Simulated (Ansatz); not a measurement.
**Te2Pt: a line through an energy map**

The task here is to estimate one member of a computed series from the others.

The COD entry's cell or inner coordinates are ideal or old and differ from later refinements, so a difference from it is no clean test against experiment.

Computed with Ansatz 0.2.0 (DFT PBE, scalar-relativistic, plane waves, PAW, unless a step's input says otherwise).

31 further runs of the same task are left out: 31 set aside as unsound or not needed. Runs told in other sessions of the task aren't counted.

### The system as given

The structure is trigonal, space group P-3m1 (No. 164). The conventional cell has a = 4.089 Å, b = 4.089 Å, c = 5.388 Å, α = 90.00°, β = 90.00°, γ = 120.00°. Te (site symmetry 3m) has 3 Pt at 2.73 Å in its first shell of neighbours. Around Pt (site symmetry -3m) lie 6 Te at 2.73 Å.

Structure file:

```
CELL_PARAMETERS angstrom
4.08859 0.00000 0.00000
-2.04430 3.54082 0.00000
0.00000 0.00000 5.38846
ATOMIC_POSITIONS crystal
Te 0.33333 0.66667 0.25287
Te 0.66667 0.33333 0.74713
Pt 0.00000 0.00000 0.00000
```

It is the result of an earlier relaxation at this level (volume 26.00 Å³/atom; gap on the mesh: none (metal)).

### The scan

The energy is mapped over volume and a fixed ferromagnetic moment.

The axes are (1) volume per atom: 7 values from 19.50 to 32.50 Å³; (2) total spin moment of the cell, held fixed: 9 values from 0.000 to 0.500 μB.

Nothing else is relaxed (shape and fractional coordinates fixed). Points are written as (first, second).

The first run:

input.yaml

```yaml
crystal:
  lattice:
    - [3.7147212875, 0.0, 0.0]
    - [-1.8573606437, 3.217043003, 0.0]
    - [0.0, 0.0, 4.8957282819]
  atoms:
    - { symbol: Te, position: [0.3333333333, 0.6666666667, 0.2528728645] }
    - { symbol: Te, position: [0.6666666667, 0.3333333333, 0.7471271355] }
    - { symbol: Pt, position: [0.0, 0.0, 0.0], spin: 0.5 }
basis:
  ecutwfc: 420
kpoints:
  mp_grid: { grid: [12, 12, 8] }
hamiltonian:
  xc: pbe
  pseudopotentials: { kind: paw, azcp: { folder: soft_1 } }
scf:
  occupations: { method: gaussian, width: 0.15 }
  lower_state_search: "off"
output:
  forces: true
  stress: true
  eigenvalues: true
  populations: true
magnetization:
  spin_polarized: true
  initial_magnetization: 0.5
  spin_locking: { lock_magnetization: hard }
```

On the command line:

```console
> ansatz run input.yaml --threads 2 --pin off --max-ram 4096MiB --backend cpu --events-out ev --progress --plain --runs-dir out
```

Steps of the session up to this table: Point (19.50 Å³, 0.500 μB); Point (21.67 Å³, 0.500 μB); Grid point (23.84 Å³, 0.500 μB); Point (26.00 Å³, 0.500 μB); Point (28.17 Å³, 0.500 μB); The run at (30.34 Å³, 0.500 μB); The run at (32.50 Å³, 0.500 μB).

One of the session's tables, all rows but one given; the rest of the session is left out.

It belongs to the step «The line in numbers». 

```
volume per atom (Å³)  energy (meV/atom)  pressure (GPa)  largest force on an atom (eV/Å)
               19.50                840              55                             4.60
               21.67                306              27                             2.48
               23.84                 65              10                             1.06
               26.00                  0               0                             0.10
               28.17                 42              −6                             0.56
               30.34                  ?               ?                                ?
               32.50                290             −11                             1.30
```

Q: Estimate the row for volume per atom (Å³) = 30.34 from the others.

Worked estimate for «energy (meV/atom)». A straight line through the neighbours (28.17, 42) and (32.50, 290) gives 42 + (290 − 42) × (30.34 − 28.17) / (32.50 − 28.17) = 166; a parabola fitted to 3 rows on both sides gives 139.

**Answer.** energy (meV/atom): 147; pressure (GPa): −9; largest force on an atom (eV/Å): 1.00. In «energy (meV/atom)» the line misses by +19 and the parabola by -8.

Energies count from the lowest point of the line.

A parabola through the lowest point and its two neighbours puts the minimum at 26.239 Å³, with a curvature of about 23 meV/atom per (Å³)². The well is lopsided: two grid steps out, the energy rises by 306 meV/atom towards smaller values and 147 meV/atom towards larger ones. The highest point computed, at 19.50 Å³, lies 840 meV/atom above the lowest.

Caveats from the session: The cell is layered and no dispersion term is used, so the spacing and stiffness across the layers are uncertain. Warnings in the runs' records: stress scf threshold loose.
